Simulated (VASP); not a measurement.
A run of VASP 6.6.1:

File INCAR:

```
  ALGO = Normal
  EDIFF = 1E-7
  ENCUT = 520
  GGA = PE
  ISIF = 2
  ISMEAR = -1
  LASPH = T
  LCHARG = F
  LREAL = F
  LWAVE = F
  NBANDS = 18
  NELM = 100
  PREC = Accurate
  SIGMA = 0.05
```

File KPOINTS:

```
k-points
0
Gamma
  6 6 4
```

The input POSCAR:

```
Sb
1.0
    4.5277000000      0.0000000000      0.0000000000
    0.0000000000      4.4211000000      0.0000000000
   -1.3205190000      0.0000000000      6.3643480000
Sb
4
Direct
    0.3400300000      0.2468980000      0.6890660000
    0.9385740000      0.7487980000      0.7605490000
    0.0766930000      0.2526260000      0.2349570000
    0.6486240000      0.7511720000      0.3096560000
```

Potentials or basis: VASP PAW PBE potentials, release 64 (Sb).

The run is started by

```bash
$ cat potpaw_PBE.64/Sb/POTCAR > POTCAR
$ mpirun -np 1 vasp_std > vasp.out
```

Hardware: 1 thread of Intel(R) Xeon(R) Platinum 8488C (Sapphire Rapids), on a shared host.

**Question.** How long does it take, and how much memory?

**Answer.** Run time: 97 s on 1 thread of Intel(R) Xeon(R) Platinum 8488C (Sapphire Rapids), on a shared host, peak memory 0.31 GiB. Counts: scf iterations 12, k points 76.
